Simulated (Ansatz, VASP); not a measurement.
**BaZrO3: VASP beside Ansatz**

The input POSCAR:

```
BaZrO3
1.0
    4.1913400000      0.0000000000      0.0000000000
    0.0000000000      4.1913400000      0.0000000000
    0.0000000000      0.0000000000      4.1913400000
Ba Zr O
1 1 3
Direct
    0.0000000000      0.0000000000      0.0000000000
    0.5000000000      0.5000000000      0.5000000000
    0.5000000000      0.5000000000      0.0000000000
    0.5000000000      0.0000000000      0.5000000000
    0.0000000000      0.5000000000      0.5000000000
```

File INCAR.step1:

```
SYSTEM = BaZrO3
PREC = Accurate ; ENCUT = 520
ISMEAR = -1 ; SIGMA = 0.05
LREAL = .FALSE. ; LASPH = .TRUE.
NELM = 100 ; NBANDS = 28
GGA = PE ; ALGO = Normal
EDIFF = 1E-4 ; LWAVE = .TRUE.
LCHARG = .FALSE.
```

The input INCAR.step2:

```
SYSTEM = BaZrO3
PREC = Accurate ; ENCUT = 520
EDIFF = 1E-6 ; ISMEAR = -1
SIGMA = 0.05 ; LREAL = .FALSE.
LASPH = .TRUE. ; NELM = 100
ALGO = Normal ; ISIF = 2
LWAVE = .FALSE. ; LCHARG = .FALSE.
METAGGA = R2SCAN ; LMIXTAU = .TRUE.
NBANDS = 28 ; ISTART = 1
```

KPOINTS

```
Automatic mesh
0
G
  6 6 6
  0 0 0
```

Contents of input.yaml:

```yaml
crystal:
  lattice:
    - [4.19134, 0.0, 0.0]
    - [0.0, 4.19134, 0.0]
    - [0.0, 0.0, 4.19134]
  atoms:
    - { symbol: Ba, position: [0.0, 0.0, 0.0] }
    - { symbol: Zr, position: [0.5, 0.5, 0.5] }
    - { symbol: O, position: [0.5, 0.5, 0.0] }
    - { symbol: O, position: [0.5, 0.0, 0.5] }
    - { symbol: O, position: [0.0, 0.5, 0.5] }
hamiltonian:
  xc: r2scan
  pseudopotentials: { kind: paw }
kpoints:
  mp_grid: { grid: [6, 6, 6] }
  band_path:
    path:
      - [[0.0, 0.0, 0.0], [0.0, 0.5, 0.0], [0.5, 0.5, 0.0], [0.0, 0.0, 0.0], [0.5, 0.5, 0.5], [0.0, 0.5, 0.0]]
      - [[0.5, 0.5, 0.0], [0.5, 0.5, 0.5]]
    npoints: 14
scf:
  occupations: { method: fermi_dirac, width: 0.05 }
  n_extra_bands: 12
output:
  forces: true
  stress: true
  eigenvalues: true
  fatbands: false
```

Alike in both runs: functional r2SCAN; k mesh 6 × 6 × 6; occupations fermi-dirac, width 0.05 eV; no spin polarisation.

|  | VASP | Ansatz |
| --- | --- | --- |
| version | VASP 6.6.1 | Ansatz 0.2.0 |
| potentials or method | VASP PAW PBE potentials, release 64 (Ba_sv, Zr_sv, O) | Ansatz PAW |
| plane-wave cutoff (eV) | 520 | 500 |
| valence electrons in the cell | 40 | 40 |
| task | single point | band structure |

Ansatz gave:

```
gap on the k mesh at the Fermi level (eV) : 3.76
least direct gap on the mesh (eV)         : 3.97
pressure (GPa)                            : 1.6
```

Q: Which values does VASP return?

A: gap on the k mesh at the Fermi level (eV): 3.70; least direct gap on the mesh (eV): 3.95; pressure (GPa): 2.7.

Caveats: spin-orbit coupling is left out, which moves the levels of the heavy elements; the PAW data sets were made with another functional, which shifts forces and pressure a little (VASP); the PAW data sets come from PBE, with cores solved anew for the run's functional, which leaves a small shift of forces and pressure (Ansatz). A k mesh can miss the band edges. r2SCAN opens gaps a little over a GGA but as a rule still falls short of measured ones.
